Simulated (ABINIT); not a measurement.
Wanted: an ASE script for an ABINIT 10.8.3 (patched build) run.

* Task: equation of state
* Functional: PW91
* Dispersion: D3(BJ)
* Potentials or basis: JTH PAW PBE v2.0
* Cutoff: 463 eV
* k mesh: 12 × 12 × 12
* Occupations: fermi-dirac, width 0.05 eV
* Spin: no spin polarisation
* Dispersion computed by: simple-dftd3 1.7.0
* Fine-grid cutoff: 925.187 eV
* Exchange and correlation inside the PAW spheres: full angular mesh (pawxcdev 0, this build's default; the released program takes 1)

Ir:

```xyz
1
Lattice="0.0000 1.9156 1.9156 1.9156 0.0000 1.9156 1.9156 1.9156 0.0000" Properties=species:S:1:pos:R:3 pbc="T T T"
Ir    0.0000    0.0000    0.0000
```

The input as run:

run.py

```python
import json, os
import numpy as np
from ase.eos import EquationOfState
from ase.units import GPa
from ase.calculators.mixing import SumCalculator
from dftd3.ase import DFTD3
from ase.calculators.abinit import Abinit, AbinitProfile
from ase import Atoms

atoms = Atoms(['Ir'],
              cell=[[0.0, 1.9156, 1.9156], [1.9156, 0.0, 1.9156], [1.9156, 1.9156, 0.0]],
              scaled_positions=[[0.0, 0.0, 0.0]],
              pbc=True)

profile = AbinitProfile(command='abinit', pp_paths=[os.path.abspath('pseudos')])
params = dict(
    pps='pawxml', xc='PBE',
    ecut=462.5936,
    pawecutdg=925.1871,
    kptopt=1,
    ngkpt=[12, 12, 12],
    nshiftk=1,
    shiftk=[0.0, 0.0, 0.0],
    ixc=-109134,
    nband=12,
    occopt=3,
    tsmear=0.05,
    nstep=100,
    tolvrs=1e-09,
    prtwf=0,
    prtden=0,
)

cell0 = atoms.cell.copy()
volumes, energies = [], []
for i, x in enumerate([0.94, 0.96, 0.98, 1.0, 1.02, 1.04, 1.06]):
    atoms.set_cell(cell0 * x ** (1 / 3), scale_atoms=True)
    atoms.calc = SumCalculator([Abinit(profile=profile, directory=f'v{i}', **params), DFTD3(method='pw91', damping='d3bj')])
    volumes.append(atoms.get_volume() / len(atoms))
    dft, disp = atoms.calc.mixer.calcs
    energies.append((dft.get_property('free_energy', atoms) + disp.get_property('energy', atoms)) / len(atoms))
    print(f'{x:5.2f} {volumes[-1]:10.5f} A^3/atom {energies[-1]:14.6f} eV/atom', flush=True)
    json.dump(dict(volumes=volumes, energies=energies), open('results.json', 'w'))
v0, e0, b0 = EquationOfState(volumes, energies, eos='murnaghan').fit()
print(f'V0 {v0:.4f} A^3/atom  E0 {e0:.6f} eV/atom  B0 {b0 / GPa:.2f} GPa')
```

Potentials or basis: JTH PAW PBE v2.0.

Command:

```console
$ python run.py
```

Results of the run:

| Quantity | Value |
| --- | --- |
| Equilibrium volume | 14.31 Å³/atom |
| Bulk modulus | 365 GPa |
| Pressure derivative of the bulk modulus | 5.1 |

Caveat: pressures at fixed basis lie under the slope of the energies; the log and the count of SCF iterations are those of the last ABINIT call alone; the PAW data sets were made with another functional, which shifts forces and pressure a little.

Run time: 66 s on 1 thread of Arm Neoverse V2, with other jobs on the host, peak memory 0.12 GiB.
